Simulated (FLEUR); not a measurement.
Runs of FLEUR MaX-R8.1 (later development tree) on Ti. Symmetry: P6_3/mmc, No. 194, hexagonal system. Conventional cell: a = 2.950 Å, b = 2.950 Å, c = 4.680 Å, α = 90.00°, β = 90.00°, γ = 120.00°. Ti (site symmetry -6m2) is surrounded by 12 Ti at 2.89 to 2.95 Å. 

```tsv
task	level	spin	U	smearing	gmax	muffin-tin radii	lnonsphr	local orbitals a species	max iterations	kmax	gap on the mesh (eV)	V0 of scaled cells (Å³/atom)	B0 (GPa)
equation of state	PBEsol	off	-	fermi-dirac 0.05 eV	12.7 1/bohr	Ti 2.46 bohr	Ti 10	Ti 5	-	4.1 1/bohr	-	16.73	118
equation of state	BLYP	off	-	fermi-dirac 0.05 eV	12.7 1/bohr	Ti 2.46 bohr	-	Ti 5	-	4.1 1/bohr	-	17.78	(b)
equation of state	PBE	off	-	fermi-dirac 0.05 eV	12.7 1/bohr	Ti 2.46 bohr	-	Ti 5	-	4.1 1/bohr	-	(a)	111
single point	PBEsol	off	-	fermi-dirac 0.05 eV	12.7 1/bohr	Ti 2.46 bohr	Ti 10	Ti 5	60	4.1 1/bohr	none	-	-
single point	WC+U	collinear, antiferromagnetic start	Ti d U = 4 eV, J = 0.5 eV	gaussian 0.1 eV	11.8 1/bohr	Ti 2.53 bohr	-	Ti 4	100	3.8 1/bohr	none	-	-
```

Alike in all rows: potentials or basis all-electron, FLAPW; cell as given; k mesh 10 × 10 × 6.

**Question.** Estimate the missing entries.

**Answer.** (a) 17.40; (b) 106.

Caveats: the cell was scaled at fixed shape and fractional positions, which overstates the stiffness of a crystal with free parameters, most of all of layers and chains (some runs); with Gaussian smearing the program prints no entropy term, so the energy of a metal isn't a free energy (some runs); the U is typed as a test and isn't derived for this compound (some runs).

A k mesh can miss the band edges.

A gap of «none» marks a metal or a gap under the smearing width.

Not every run made on this cell is shown here.
